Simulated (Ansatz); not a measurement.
Crystal: WS2.

```
W S
1.0
     1.57900    0.91164    6.16333
    -1.57900    0.91164    6.16333
     0.00000   -1.82327    6.16333
W S
1 2
Direct
  0.00000 0.00000 0.00000
  0.58100 0.58100 0.58100
  0.75030 0.75030 0.75030
```

Measurements of this composition are mostly on another form, of space group No. 194.

Base run:

```yaml
Program: Ansatz 0.2.0
Functional: PBEsol
Potentials_or_basis: all-electron LAPW, scalar-relativistic
Cutoff: 265 eV
Density_cutoff: 1060 eV
Basis_error_allowed: 0.002 eV/atom
k_mesh: 10 × 10 × 10
Occupations: fermi-dirac, width 0.05 eV
Spin: no spin polarisation
```

Its results: band gap on the k mesh 1.02 eV, indirect (least direct gap 2.23 eV); pressure -0.6 GPa; largest force 0.599 eV/Å.

Question: The run is repeated on the same cell with these changes: hubbard terms from none to W d U = 4 eV. What comes out?

Answer: Band gap on the k mesh 1.12 eV, indirect (least direct gap 2.06 eV); pressure -0.3 GPa; largest force 0.604 eV/Å.

The U term pushes filled and empty states of the shell apart.

Caveats: spin-orbit coupling is left out, which moves the levels of the heavy elements; U is the effective U less J, on atomic orbitals that reach past the spheres (some runs).

A k mesh can miss the band edges.

Not every run made on this cell is shown here.
